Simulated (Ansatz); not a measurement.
Crystal: TiB2.

```
Ti B
1.0
     3.02920    0.00000    0.00000
    -1.51460    2.62336    0.00000
     0.00000    0.00000    3.22840
Ti B
1 2
Direct
  0.00000 0.00000 0.00000
  0.66667 0.33333 0.50000
  0.33333 0.66667 0.50000
```

Program: Ansatz 0.2.0. Alike in all runs: potentials or basis Ansatz PAW; no spin polarisation; cell as given; k mesh 5 × 5 × 4; smearing fermi-dirac 0.05 eV; the mesh is coarse, so values aren't converged.

**Question.** Order these runs on this cell by their pressure, lowest first.
A. level HSE06; cutoff (eV) 420; points for each segment of the path 4
B. level B3LYP; cutoff (eV) 420
C. level r2SCANh; cutoff (eV) 500
D. level HF; cutoff (eV) 420
E. level HSEsol; cutoff (eV) 420; points for each segment of the path 4

**Answer.** E (-8.5 GPa), A (-4.6 GPa), C (-3.0 GPa), B (0.4 GPa), D (2.9 GPa).

Caveats: all runs use coarse meshes; the PAW data sets come from PBE, with cores solved anew for the run's functional, which leaves a small shift of forces and pressure; the thresholds are loose for stress.
